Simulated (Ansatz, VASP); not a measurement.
**BN: VASP beside Ansatz**

File INCAR:

```
SYSTEM = BN
  ALGO = Normal
  EDIFF = 1E-6
  ENCUT = 520
  GGA = PE
  ISIF = 2
  ISMEAR = 0
  LASPH = .True.
  LCHARG = .False.
  LREAL = .False.
  LWAVE = .False.
  NBANDS = 16
  NELM = 100
  PREC = Accurate
  SIGMA = 0.01
```

Contents of KPOINTS:

```
k-points
0
Gamma
  9 9 6
  0 0 0
```

POSCAR

```
BN
1.0
    2.5285207801      0.0000000000      0.0000000000
   -1.2642603900      2.1897632295      0.0000000000
    0.0000000000      0.0000000000      4.1816427690
B N
2 2
Direct
    0.3333333333      0.6666666667     -0.0002010630
    0.6666666667      0.3333333333      0.4997989370
    0.3333333333      0.6666666667      0.3742010630
    0.6666666667      0.3333333333      0.8742010630
```

Input for Ansatz:

```yaml
crystal:
  lattice:
    - [2.5285207801, 0.0, 0.0]
    - [-1.26426039, 2.1897632295, 0.0]
    - [0.0, 0.0, 4.181642769]
  atoms:
    - { symbol: B, position: [0.3333333333, 0.6666666667, -0.000201063] }
    - { symbol: B, position: [0.6666666667, 0.3333333333, 0.499798937] }
    - { symbol: "N", position: [0.3333333333, 0.6666666667, 0.374201063] }
    - { symbol: "N", position: [0.6666666667, 0.3333333333, 0.874201063] }
basis:
  ecutwfc: 420
kpoints:
  mp_grid: { grid: [9, 9, 6] }
  band_path:
    path:
      - [0.0, 0.0, 0.0]
      - [0.0, 0.0, 0.0]
      - [0.0, 0.0, 0.0]
      - [0.0, 0.0, 0.0]
      - [0.0, 0.0, 0.0]
      - [0.0, 0.0, 0.0]
      - [0.0, 0.0, 0.0]
      - [0.0, 0.0, 0.0]
      - [0.0, 0.0, 0.0]
      - [0.0, 0.0, 0.0]
      - [0.0, 0.0, 0.0]
      - [0.0, 0.0, 0.0]
      - [0.0, 0.0, 0.0]
      - [0.0, 0.0, 0.0]
      - [0.0, 0.0, 0.0]
      - [0.0, 0.0, 0.0]
      - [0.0, 0.0, 0.0]
      - [0.0, 0.0, 0.0]
      - [0.0, 0.0, 0.0]
      - [0.0, 0.0, 0.0]
      - [0.0, 0.0, 0.0]
      - [0.0, 0.0, 0.0]
      - [0.0, 0.0, 0.0]
      - [0.0, 0.0, 0.0]
      - [0.0, 0.0, 0.0]
      - [0.0, 0.0, 0.0]
      - [0.3, 0.0, 0.0]
      - [0.3166666667, 0.0, 0.0]
      - [0.3333333333, 0.0, 0.0]
      - [0.35, 0.0, 0.0]
      - [0.3666666667, 0.0, 0.0]
      - [0.3833333333, 0.0, 0.0]
      - [0.4, 0.0, 0.0]
      - [0.4166666667, 0.0, 0.0]
      - [0.4333333333, 0.0, 0.0]
      - [0.45, 0.0, 0.0]
      - [0.4666666667, 0.0, 0.0]
      - [0.4833333333, 0.0, 0.0]
      - [0.5, 0.0, 0.0]
      - [0.5, 0.0, 0.0]
      - [0.5, 0.0, 0.0416666667]
      - [0.5, 0.0, 0.0833333333]
      - [0.5, 0.0, 0.125]
      - [0.5, 0.0, 0.1666666667]
      - [0.5, 0.0, 0.2083333333]
      - [0.5, 0.0, 0.25]
      - [0.5, 0.0, 0.2916666667]
      - [0.5, 0.0, 0.3333333333]
      - [0.5, 0.0, 0.375]
      - [0.5, 0.0, 0.4166666667]
      - [0.5, 0.0, 0.4583333333]
      - [0.5, 0.0, 0.5]
      - [0.3333333333, 0.3333333333, 0.0]
      - [0.3333333333, 0.3333333333, 0.0]
      - [0.3333333333, 0.3333333333, 0.0]
      - [0.3333333333, 0.3333333333, 0.0]
      - [0.3333333333, 0.3333333333, 0.0]
      - [0.3333333333, 0.3333333333, 0.0]
      - [0.3333333333, 0.3333333333, 0.0]
      - [0.3333333333, 0.3333333333, 0.0]
      - [0.3333333333, 0.3333333333, 0.0]
      - [0.3333333333, 0.3333333333, 0.0]
      - [0.3333333333, 0.3333333333, 0.0]
      - [0.3333333333, 0.3333333333, 0.0]
      - [0.3333333333, 0.3333333333, 0.0]
      - [0.0, 0.0, 0.5]
      - [0.0, 0.0, 0.5]
      - [0.0, 0.0, 0.5]
      - [0.0, 0.0, 0.5]
      - [0.0, 0.0, 0.5]
      - [0.0, 0.0, 0.5]
      - [0.0, 0.0, 0.5]
      - [0.0, 0.0, 0.5]
      - [0.0, 0.0, 0.5]
      - [0.0, 0.0, 0.5]
      - [0.0, 0.0, 0.5]
      - [0.0, 0.0, 0.5]
      - [0.0, 0.0, 0.5]
    npoints: 1
hamiltonian:
  xc: pbe
  pseudopotentials: { kind: paw, azcp: { folder: soft_1 } }
scf:
  occupations: { method: fixed }
  n_extra_bands: 6
output:
  eigenvalues: true
```

Alike in both runs: task single point; functional PBE; k mesh 9 × 9 × 6; no spin polarisation.

```csv
,VASP,Ansatz
version,VASP 6.6.1,Ansatz 0.2.0
potentials or method,"VASP PAW PBE potentials, release 64 (B, N)","scalar-relativistic, plane waves, PAW"
plane-wave cutoff (eV),520,420
occupations,"gaussian, width 0.01 eV",fixed
valence electrons in the cell,16,16
```

Ansatz gave:

| Quantity | Value |
| --- | --- |
| gap on the k mesh at the Fermi level (eV) | 5.16 |
| least direct gap on the mesh (eV) | 8.38 |

Which values does VASP return?

gap on the k mesh at the Fermi level (eV): 5.15; least direct gap on the mesh (eV): 8.37.

Caveats: an odd mesh through Γ misses points on the zone boundary, where band edges often lie.
